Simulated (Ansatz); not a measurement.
# Si: the cost of one run

Method: DFT PBE, scalar-relativistic, plane waves, PAW, in Ansatz 0.2.0.

1 further run of the same task is left out (it didn't finish).

### 1 The structure to begin with

The structure is cubic, space group Fm-3m (No. 225). Conventional cell: a = 3.822 Å, b = 3.822 Å, c = 3.822 Å, α = 90.00°, β = 90.00°, γ = 90.00°. Si (site symmetry m-3m) is surrounded by 12 Si at 2.70 Å.

Structure file:

```xyz
1
Lattice="0.0000 1.9108 1.9108 1.9108 0.0000 1.9108 1.9108 1.9108 0.0000" Properties=species:S:1:pos:R:3 pbc="T T T"
Si    0.0000    0.0000    0.0000
```

The structure comes from the Materials Project (structure only).

### 2 A change within the space group

The change: strain xx, yy, zz, yz, xz, xy = -2.5, -2.5, -2.5, +0.0, +0.0, +0.0 %.

input.yaml reads:

```yaml
crystal:
  lattice:
    - [0.0, 1.8622954452, 1.8622954452]
    - [1.8622954452, 0.0, 1.8622954452]
    - [1.8622954452, 1.8622954452, 0.0]
  atoms:
    - { symbol: Si, position: [0.0, 0.0, 0.0] }
basis:
  ecutwfc: 420
kpoints:
  mp_grid: { grid: [18, 18, 18] }
hamiltonian:
  xc: pbe
scf:
  occupations: { method: gaussian, width: 0.1 }
output:
  forces: true
  stress: true
  eigenvalues: true
  populations: true
```

Started as:

```bash
> ansatz run input.yaml --threads 1 --pin off --max-ram 1331MiB --backend cpu --events-out ev --progress --plain --runs-dir out
```

Q: Estimate wall time and peak memory on 1 thread of an x86-64 CPU, shared host.

About 3.2 s, with a peak of 0.3 GiB.
